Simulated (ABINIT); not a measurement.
Cu:

```
Cu
1.0
     0.00000    1.80750    1.80750
     1.80750    0.00000    1.80750
     1.80750    1.80750    0.00000
Cu
1
Direct
  0.00000 0.00000 0.00000
```

Program: ABINIT 10.8.3 (patched build). Alike in all runs: task band structure; no spin polarisation; cell as given; k mesh 13 × 13 × 13; smearing fermi-dirac 0.05 eV.

Order these runs on this cell by their pressure, lowest first.
A. level RPBE; potentials or basis PseudoDojo NC SR PBE v0.4.1 standard; cutoff (eV) 1252
B. level HCTH407; potentials or basis PseudoDojo NC SR PBE v0.4.1 standard; cutoff (eV) 1252
C. level PBE; potentials or basis PseudoDojo NC SR PBE v0.5 stringent; cutoff (eV) 1415
D. level LDA; potentials or basis PseudoDojo NC SR LDA v0.4 stringent; cutoff (eV) 1524
E. level AM05; potentials or basis PseudoDojo NC SR PBEsol v0.4.1 standard; cutoff (eV) 1252

D (-13.1 GPa), E (-7.6 GPa), C (1.4 GPa), B (3.2 GPa), A (7.2 GPa).

Caveats: the potentials were made for another functional, which shifts forces and pressure (some runs).
